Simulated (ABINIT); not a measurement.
ZrB2: single point with PBE

ZrB2:

```
CELL_PARAMETERS angstrom
3.17116 0.00000 0.00000
-1.58558 2.74630 0.00000
0.00000 0.00000 3.54236
ATOMIC_POSITIONS crystal
Zr 0.00000 0.00000 0.00000
B 0.66667 0.33333 0.50000
B 0.33333 0.66667 0.50000
```

The cell isn't the ideal one: cell relaxed.

```
Program             : ABINIT 10.8.3 (patched build)
Task                : single point
Functional          : PBE
Potentials or basis : PseudoDojo NC SR PBE v0.4.1 standard
Cutoff              : 1034 eV
k mesh              : 8 × 8 × 6
Occupations         : fermi-dirac, width 0.05 eV
Spin                : no spin polarisation
```

| Item | Value |
| --- | --- |
| Pressure | -0.1 GPa |
| Band gap on the k mesh | none (metal or under the smearing width) |
| Valence electrons inside the program's atomic spheres | Zr 8.44; B 2.65 |

Levels at points of the mesh, in eV from the Fermi level:
| k point | band 7 | band 8 | band 9 | band 10 | band 11 | band 12 |
| --- | --- | --- | --- | --- | --- | --- |
| (0.00, 0.00, 0.00) | -2.75 | -2.72 | -2.51 | 3.25 | 3.25 | 4.00 |
| (0.50, 0.00, 0.00) | -4.04 | -3.20 | -2.80 | 2.09 | 2.16 | 4.78 |
| (0.00, 0.00, 0.50) | -1.09 | -1.09 | 0.22 | 0.22 | 0.64 | 0.64 |
| (0.50, 0.00, 0.50) | -4.73 | -4.25 | -2.16 | 3.56 | 3.96 | 5.14 |

Wall time 31 s on 1 thread of Arm Neoverse V1 (shared host), peak memory 0.08 GiB.
